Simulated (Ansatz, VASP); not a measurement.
**Pt in VASP and in Ansatz**

```
CELL_PARAMETERS angstrom
0.00000 1.94109 1.94109
1.94109 0.00000 1.94109
1.94109 1.94109 0.00000
ATOMIC_POSITIONS crystal
Pt 0.00000 0.00000 0.00000
```

Alike in both runs: functional PBE; k mesh 18 × 18 × 18; occupations gaussian, width 0.1 eV; no spin polarisation.

Ansatz relaxed the structure, and its values are those at the end. VASP's run is a single point on that final structure, the one shown.

|  | VASP | Ansatz |
| --- | --- | --- |
| version | VASP 6.6.1 | Ansatz 0.2.0 |
| potentials or method | VASP PAW PBE potentials, release 64 (Pt) | scalar-relativistic, plane waves, PAW |
| plane-wave cutoff (eV) | 520 | 420 |
| valence electrons in the cell | 10 | 18 |

|  | VASP | Ansatz | Ansatz less VASP |
| --- | --- | --- | --- |
| gap on the k mesh at the Fermi level (eV) | none | none | - |
| pressure (GPa) | 19.4 | 20.0 | +0.57 |

A gap of «none» marks a metal or a gap that the smearing closes. With one functional, cell and mesh, what is left measures potentials, basis and numerics. The two sets of potentials don't hold the same shells in valence.

Caveats: so large a pressure means that the cell lies far from this level's equilibrium, or that cutoff or potentials fall short (VASP). The runs have no spin-orbit coupling, so splittings on Pt are missing.
